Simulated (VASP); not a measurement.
The system is Mg.

```
CELL_PARAMETERS angstrom
-3.20927 0.00000 0.00000
0.00000 0.00000 -5.21033
0.00000 -5.55862 0.00000
ATOMIC_POSITIONS crystal
Mg 0.47865 0.76941 0.19834
Mg 0.97763 0.72867 0.67354
Mg 0.01726 0.24699 0.31234
Mg 0.52646 0.25494 0.81578
```

The cell isn't the ideal one: all atoms moved at random, sigma 0.1 Å a component.

| Item | Value |
| --- | --- |
| Program | VASP 6.6.1 |
| Task | relaxation of cell and atoms |
| Functional | PBE |
| Potentials or basis | VASP PAW PBE potentials, release 64 (Mg) |
| Cutoff | 600 eV |
| k mesh | 8 × 5 × 5 |
| Occupations | methfessel-paxton, width 0.2 eV |
| Spin | no spin polarisation |

At the start: pressure -0.2 GPa; volume 23.24 Å³/atom.

Q: How do energy, volume and symmetry change on relaxing?

A: Over 20 steps the energy falls by 26.0 meV/atom and the volume is 22.87 Å³/atom (-1.6 %); space group P6_3/mmc (No. 194, to 0.05 Å).

Step by step:
| step | energy change (eV) | largest force (eV/Å) | pressure (GPa) | volume (Å³) |
| --- | --- | --- | --- | --- |
| 1 | 0.0000 | 0.5031 | -0.16 | 92.95 |
| 2 | -0.0324 | 0.4130 | -0.21 | 92.63 |
| 3 | -0.0702 | 0.1965 | -0.08 | 91.78 |
| 4 | -0.0710 | 0.1594 | -0.03 | 91.63 |
| 5 | -0.0829 | 0.0984 | 0.01 | 91.42 |
| 6 | -0.0880 | 0.1122 | 0.14 | 91.09 |
| 7 | -0.0882 | 0.1010 | 0.11 | 91.14 |
| 8 | -0.0925 | 0.0946 | -0.03 | 91.50 |
| 9 | -0.0960 | 0.0841 | -0.29 | 92.25 |
| 10 | -0.0988 | 0.0674 | -0.13 | 91.83 |
| 11 | -0.1011 | 0.0449 | 0.24 | 90.89 |
| 12 | -0.1035 | 0.0270 | 0.04 | 91.34 |
| 13 | -0.1035 | 0.0259 | 0.02 | 91.39 |
| 14 | -0.1037 | 0.0218 | -0.01 | 91.46 |
| 15 | -0.1038 | 0.0163 | -0.05 | 91.55 |
| 16 | -0.1039 | 0.0131 | -0.03 | 91.50 |
| 17 | -0.1040 | 0.0151 | 0.03 | 91.35 |
| 18 | -0.1041 | 0.0114 | 0.00 | 91.42 |
| 19 | -0.1041 | 0.0073 | -0.03 | 91.50 |
| 20 | -0.1041 | 0.0031 | -0.01 | 91.46 |

Final structure:
```cif
data_structure
_symmetry_space_group_name_H-M 'P 1'
_symmetry_Int_Tables_number 1
_cell_length_a 3.1884
_cell_length_b 5.2002
_cell_length_c 5.5163
_cell_angle_alpha 90.016
_cell_angle_beta 89.959
_cell_angle_gamma 89.980
_cell_volume 91.46
loop_
_atom_site_label
_atom_site_type_symbol
_atom_site_fract_x
_atom_site_fract_y
_atom_site_fract_z
_atom_site_occupancy
Mg1 Mg 0.50066 0.74994 0.16710 1
Mg2 Mg 0.00037 0.75005 0.66718 1
Mg3 Mg 0.99938 0.24998 0.33286 1
Mg4 Mg 0.49959 0.25004 0.83286 1
```
